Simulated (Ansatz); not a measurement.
Spin–orbit splittings in Sn

```
Sn
1.0
    -2.02919    2.02919    1.66076
     2.02919   -2.02919    1.66076
     2.02919    2.02919   -1.66076
Sn
1
Cartesian
  0.0000 0.0000 0.0000
```

Structure from Materials Project entry mp-55 (possibly hypothetical), not relaxed further.

Methods: DFT, PBE, all-electron LAPW, scalar-relativistic (Ansatz 0.2.0); DFT, PBE, all-electron LAPW, Dirac equation with spin-orbit coupling (Ansatz 0.2.0).

Numerical set-up: a Γ-centred 16×16×16 k mesh, Fermi–Dirac smearing of 0.05 eV, basis error target 1 meV/atom, no spin polarisation.

Levels between -8 and 3 eV, each run counted from its own valence-band top where it has a gap, else its Fermi level. Scalar levels are listed once for both spins; with the coupling every spinor state is counted. Levels near the edges of the range can cross them.

At Z (0.417, 0.417, -0.417) the scalar-relativistic levels are -3.39, -1.15 (×2), -0.02. What are they with spin–orbit coupling?

-3.36 (×2), -1.37 (×2), -0.96 (×2), 0.03 (×2).
